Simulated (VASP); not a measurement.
# Fe (Fmmm) in VASP: further runs, part 2 of 2

VASP 6.6.1. Earlier steps stand in the parts before.

## Step 3: Single point, PBEsol, collinear spin, ferromagnetic start

INCAR reads:

```
SYSTEM = Fe
ADDGRID = .False.
ALGO = Normal
EDIFF = 1E-6
ENCUT = 550
GGA = PS
ISIF = 2
ISMEAR = -1
ISPIN = 2
LASPH = .True.
LCHARG = .False.
LMAXMIX = 4
LORBIT = 11
LREAL = Auto
LWAVE = .False.
MAGMOM = 3
NELM = 100
PREC = Accurate
SIGMA = 0.15
```

KPOINTS reads:

```
k-points
0
Gamma
  14 14 14
  0 0 0
```

POSCAR reads:

```
Fe
1.0
    0.0000000000      1.9417396906      1.9651051623
    1.4984397099      0.0000000000      1.9651051623
    1.4984397099      1.9417396906      0.0000000000
Fe
1
Direct
    0.0000000000      0.0000000000      0.0000000000
```

Potentials or basis: VASP PAW PBE potentials, release 64 (Fe).

Launch:

```console
$ cat potpaw_PBE.64/Fe/POTCAR > POTCAR
$ mpirun -np 1 vasp_std > vasp.out
```

OUTCAR:

```text
SYSTEM = Fe
   EDIFF = 1E-6
   ENCUT = 550
   GGA = PS
   ISIF = 2
   ISMEAR = -1
   ISPIN = 2
   LASPH = .True.
   LORBIT = 11
   LREAL = Auto
   NELM = 100
   PREC = Accurate

 Found    428 irreducible k-points:

 Following reciprocal coordinates:
            Coordinates               Weight
  0.000000  0.000000  0.000000      1.000000
  0.071429 -0.000000 -0.000000      8.000000
  0.142857  0.000000 -0.000000      8.000000
  0.214286  0.000000 -0.000000      8.000000
  0.285714  0.000000  0.000000      8.000000
  0.357143  0.000000 -0.000000      8.000000
   k-points           NKPTS =    428   k-points in BZ     NKDIM =    428   number of bands    NBANDS=     10
   number of dos      NEDOS =    301   number of ions     NIONS =      1
   total plane-waves  NPLWV =   9600
   dimension x,y,z NGX =    24 NGY =   20 NGZ =   20
   dimension x,y,z NGXF=    48 NGYF=   40 NGZF=   40
   ions per type =               1
   NGX,Y,Z   is equivalent  to a cutoff of  14.44, 13.45, 13.56 a.u.
   NGXF,Y,Z  is equivalent  to a cutoff of  28.89, 26.91, 27.11 a.u.
 SYSTEM =  Fe
   PREC   = accura    normal or accurate (medium, high low for compatibility)
   ISTART =      0    job   : 0-new  1-cont  2-samecut
   ICHARG =      2    charge: 1-file 2-atom 10-const
   ISPIN  =      2    spin polarized calculation?
   LNONCOLLINEAR =      F non collinear calculations
   LSORBIT =      F    spin-orbit coupling
   LASPH  =      T    aspherical Exc in radial PAW
   ENCUT  =  550.0 eV  40.42 Ry    6.36 a.u.   5.28  4.73  4.69*2*pi/ulx,y,z
   NELM   =    100;   NELMIN=  2; NELMDL= -5     # of ELM steps
   EDIFF  = 0.1E-05   stopping-criterion for ELM
   LREAL  =      T    real-space projection
   EDIFFG = 0.1E-04   stopping-criterion for IOM
   NSW    =      0    number of steps for IOM
   IBRION =     -1    ionic relax: 0-MD 1-quasi-New 2-CG
   NFREE  =      0    steps in history (QN), initial steepest desc. (CG)
   ISIF   =      2    stress and relaxation
   ISYM   =      2    0-nonsym 1-usesym 2-fastsym
   POTIM  = 0.5000    time-step for ionic-motion
   TEBEG  =    0.0;   TEEND  =   0.0 temperature during run
   PSTRESS=    0.0 pullay stress
   NELECT =       8.0000    total number of electrons
   NUPDOWN=      -1.0000    fix difference up-down
   EMIN   =  10.00;   EMAX   =-10.00  energy-range for DOS
   EFERMI =   0.00;   METHOD = LEGACY
   ISMEAR =    -1;   SIGMA  =   0.15  broadening in eV -4-tet -1-fermi 0-gaus
   EFERMI_NEDOS =   21; number of points for ismear=-14 and -15
   IALGO  =     38    algorithm
   IMIX   =      4    mixing-type and parameters
     AMIX     =   0.40;   BMIX     =  1.00
     AMIX_MAG =   1.60;   BMIX_MAG =  1.00
  volume/ion in A,a.u.               =      11.44        77.17
  Fermi-wavevector in a.u.,A,eV,Ry     =   1.453303  2.746344 28.736719  2.112089
  Thomas-Fermi vector in A             =   2.570585
   LORBIT       =     11    0 simple, 1 ext, 2 COOP (PROOUT), +10 PAW based schemes
   GGA     = PS    functional components
   LHFCALC =     F    Hartree Fock is set to
   AEXX    =    0.0000 exact exchange contribution
   IVDW    =     0    specifies the selected vdW correction
   LEPSILON=     F    determine dielectric tensor
   LRPA    =     F    only Hartree local field effects (RPA)
 spin polarized calculation
  energy-cutoff  :      550.00
  volume of cell :       11.44
 maximum number of plane-waves:       348
 NGX is ok and might be reduce to    24
   NGX = 11   NGY =  9   NGZ =  9

 number of electron       7.9999998 magnetization       2.2082757

 Free energy of the ion-electron system (eV)
  ---------------------------------------------------
  ext. energy  EPLUGINS =         0.00000000
  ---------------------------------------------------
  free energy    TOTEN  =        -8.91702029 eV

  energy without entropy =       -8.84190133  energy(sigma->0) =       -8.87946081

 E-fermi :   5.6428     XC(G=0): -13.2396

 val. band max:        5.6393658724   @ k =  -0.0714   0.2143   0.2143
 cond. band min:       5.6433084197   @ k =  -0.1429   0.4286   0.4286
 fundamental gap:      0.0039425473
 Fermi energy:         5.6427654743

 spin component 1

 k-point     1 :       0.0000    0.0000    0.0000
  band No.  band energies     occupation
      1      -2.8858      1.00000
      2       3.1494      1.00000
      3       3.2426      1.00000
      4       3.5830      1.00000
      5       4.3178      0.99985
      6       4.7112      0.99800
      7      29.3817      0.00000
      8      30.8584      0.00000
      9      31.1202      0.00000
     10      35.0576      0.00000

 k-point     2 :       0.0714   -0.0000   -0.0000
  band No.  band energies     occupation
      1      -2.6806      1.00000
      2       3.1623      1.00000
      3       3.2524      1.00000
      4       3.6154      1.00000
      5       4.2858      0.99988
      6       4.6868      0.99830
      7      28.5453      0.00000
      8      30.1453      0.00000
      9      30.8328      0.00000
     10      34.3131      0.00000

 k-point     3 :       0.1429    0.0000   -0.0000
  band No.  band energies     occupation
      1      -2.0863      1.00000
      2       3.1351      1.00000
      3       3.1942      1.00000
      4       3.8396      0.99999
      5       4.2226      0.99992
      6       4.6428      0.99873
      7      25.8113      0.00000
      8      29.1129      0.00000
      9      30.4193      0.00000
     10      33.5253      0.00000
[... 14 lines left out ...]
 k-point     5 :       0.2857    0.0000    0.0000
  band No.  band energies     occupation
      1      -0.1892      1.00000
      2       2.7814      1.00000
      3       3.1837      1.00000
      4       4.2508      0.99991
      5       4.6596      0.99858
      6       4.8315      0.99554
      7      19.2164      0.00000
      8      26.4455      0.00000
      9      29.0901      0.00000
     10      30.2979      0.00000

 k-point     6 :       0.3571    0.0000   -0.0000
  band No.  band energies     occupation
      1       0.4749      1.00000
      2       2.5934      1.00000
      3       3.8066      1.00000
      4       4.3276      0.99984
      5       4.7536      0.99734
      6       5.3694      0.86086
      7      16.1761      0.00000
      8      25.3675      0.00000
      9      27.8311      0.00000
     10      29.7974      0.00000

 [... further k-points ...]

 spin component 2

 k-point     1 :       0.0000    0.0000    0.0000
  band No.  band energies     occupation
      1      -2.6193      1.00000
      2       5.0272      0.98375
      3       5.1634      0.96068
      4       5.6498      0.48836
      5       6.8463      0.00033
      6       7.4426      0.00001
      7      29.2728      0.00000
      8      30.8018      0.00000
      9      31.0941      0.00000
     10      35.4941      0.00000

 k-point     2 :       0.0714   -0.0000   -0.0000
  band No.  band energies     occupation
      1      -2.4131      1.00000
      2       5.0377      0.98260
      3       5.1716      0.95856
      4       5.6782      0.44119
      5       6.8031      0.00044
      6       7.4121      0.00001
      7      28.6311      0.00000
      8      30.1558      0.00000
      9      30.8754      0.00000
     10      34.8746      0.00000

 k-point     3 :       0.1429    0.0000   -0.0000
  band No.  band energies     occupation
      1      -1.8120      1.00000
      2       5.0013      0.98630
      3       5.1076      0.97256
      4       5.8942      0.15762
      5       6.7081      0.00082
      6       7.3537      0.00001
      7      26.2461      0.00000
      8      29.1747      0.00000
      9      30.6323      0.00000
     10      34.1106      0.00000
[... 14 lines left out ...]
 k-point     5 :       0.2857    0.0000    0.0000
  band No.  band energies     occupation
      1       0.2507      1.00000
      2       4.6452      0.99871
      3       4.7871      0.99668
      4       6.6740      0.00103
      5       6.9630      0.00015
      6       7.3339      0.00001
      7      20.0452      0.00000
      8      26.5983      0.00000
      9      29.7507      0.00000
     10      30.8457      0.00000

 k-point     6 :       0.3571    0.0000   -0.0000
  band No.  band energies     occupation
      1       1.2745      1.00000
      2       4.4288      0.99969
      3       4.9616      0.98945
      4       6.7228      0.00075
      5       7.3961      0.00001
      6       7.5655      0.00000
      7      17.1903      0.00000
      8      25.5063      0.00000
      9      28.5145      0.00000
     10      30.3499      0.00000

 [... further k-points ...]

------------------------ aborting loop because EDIFF is reached ----------------------------------------

  FORCE on cell =-STRESS in cart. coord.  units (eV):
  Direction    XX          YY          ZZ          XY          YZ          ZX
  --------------------------------------------------------------------------------------
  -------------------------------------------------------------------------------------
  Total       -1.0522797     -0.4135606     -0.5560263      0.0000000      0.0000000      0.0000000
  in kB     -147.4333437    -57.9433650    -77.9040145      0.0000000      0.0000000      0.0000000
  external PRESSURE =     -94.4269077 kB  Pullay stress =       0.0000000 kB

 VOLUME and BASIS-vectors are now :
 -----------------------------------------------------------------------------
  energy-cutoff  :      550.00
  volume of cell :       11.44
      direct lattice vectors                 reciprocal lattice vectors
     0.000000000  1.941739691  1.965105162    -0.333680426  0.257501045  0.254439309
     1.498439710  0.000000000  1.965105162     0.333680426 -0.257501045  0.254439309
     1.498439710  1.941739691  0.000000000     0.333680426  0.257501045 -0.254439309

 POSITION                                       TOTAL-FORCE (eV/Angst)
 -----------------------------------------------------------------------------------
      0.00000      0.00000      0.00000         0.000000      0.000000     -0.000000
 -----------------------------------------------------------------------------------
    total drift:                                0.000000      0.000000      0.000000

  FREE ENERGIE OF THE ION-ELECTRON SYSTEM (eV)
  ---------------------------------------------------
  free  energy   TOTEN  =        -8.9170202935 eV

  energy  without entropy=       -8.8419013276  energy(sigma->0) =       -8.87946081

 total charge

# of ion       s       p       d       tot
------------------------------------------
    1        0.488   0.539   6.233   7.259

 magnetization (x)

# of ion       s       p       d       tot
------------------------------------------
    1       -0.013  -0.047   2.256   2.196
```

OSZICAR:

```text
N       E                     dE             d eps       ncg     rms          rms(c)
DAV:   1     0.183269784136E+02    0.18327E+02   -0.42515E+03 17906   0.102E+03
DAV:   2    -0.944948847441E+01   -0.27776E+02   -0.25784E+02 17276   0.135E+02
DAV:   3    -0.999878199813E+01   -0.54929E+00   -0.54541E+00 19054   0.242E+01
DAV:   4    -0.100011522897E+02   -0.23703E-02   -0.23700E-02 18558   0.146E+00
DAV:   5    -0.100011701610E+02   -0.17871E-04   -0.17871E-04 18654   0.122E-01    0.121E+01
DAV:   6    -0.901188624983E+01    0.98928E+00   -0.13040E+01 18638   0.544E+01    0.553E+00
DAV:   7    -0.893272635960E+01    0.79160E-01   -0.79852E-01 18800   0.131E+01    0.322E+00
DAV:   8    -0.892493738320E+01    0.77890E-02   -0.67626E-03 21284   0.632E-01    0.134E+00
DAV:   9    -0.891703511305E+01    0.79023E-02   -0.80795E-03 22048   0.597E-01    0.322E-01
DAV:  10    -0.891696136644E+01    0.73747E-04   -0.47151E-04 18930   0.340E-01    0.927E-02
DAV:  11    -0.891702059138E+01   -0.59225E-04   -0.23449E-04 19788   0.169E-01    0.373E-02
DAV:  12    -0.891701940005E+01    0.11913E-05   -0.36694E-06 18016   0.305E-02    0.147E-02
DAV:  13    -0.891702029353E+01   -0.89348E-06   -0.23268E-06 12464   0.134E-02
   1 F= -.89170203E+01 E0= -.88794608E+01  d E =-.751190E-01  mag=     2.2067
```

Wall time 4.2 min (1 thread of Intel Xeon Platinum 8259CL at 2.50GHz (Skylake/Cascade Lake), shared host); peak memory 0.2 GiB.

These settings aren't checked as converged: the numbers below hold their error.

What came out:

```
Free energy                                           : -8.9170 eV
Pressure                                              : -9.4 GPa
Band gap on the k mesh                                : none (metal or under the smearing width)
Net moment                                            : 2.21 μB per cell
Site moments                                          : Fe +2.20 μB
Valence electrons inside the program's atomic spheres : Fe 7.26
```

Caveat: the PAW data sets were made with another functional, which shifts forces and pressure a little.

## Step 4: Single point, PBEsol, collinear spin, ferromagnetic start

INCAR: that of step 3 with these lines changed.

```diff
@@ -3,3 +3,3 @@
 ALGO = Normal
-EDIFF = 1E-6
+EDIFF = 1E-4
 ENCUT = 550
@@ -13,3 +13,3 @@
 LORBIT = 11
-LREAL = Auto
+LREAL = .False.
 LWAVE = .False.
```

KPOINTS is that of step 3.

POSCAR is that of step 3.

Launch:

```console
$ cat potpaw_PBE.64/Fe/POTCAR > POTCAR
$ mpirun -np 1 vasp_std > vasp.out
```

Run time: 49 s. Hardware: 1 thread of Intel Xeon Platinum 8259CL at 2.50GHz (Skylake/Cascade Lake), shared host; peak memory 0.21 GiB.

The run converged, but some of its settings lie outside the range that counts as converged, so its numbers aren't taken as properties of the crystal.

What came out:

- Free energy: -8.9167 eV
- Pressure: -10.6 GPa
- Band gap on the k mesh: none (metal or under the smearing width)
- Net moment: 2.22 μB per cell
- Site moments: Fe +2.20 μB
- Valence electrons inside the program's atomic spheres: Fe 7.26

Caveat: the PAW data sets were made with another functional, which shifts forces and pressure a little.

## Step 5: The reference run

An earlier run on the cell as given: functional PBE; potentials or basis VASP PAW PBE potentials, release 64 (Fe); cutoff 520 eV; k mesh 13 × 13 × 13; occupations fermi-dirac, width 0.05 eV; collinear spin, ferromagnetic start; starting moments [3.0] μB.

* Pressure: -1.0 GPa
* Band gap on the k mesh: none (metal or under the smearing width)
* Net moment: 2.20 μB per cell
* Site moments: Fe +2.19 μB
* Valence electrons inside the program's atomic spheres: Fe 7.26
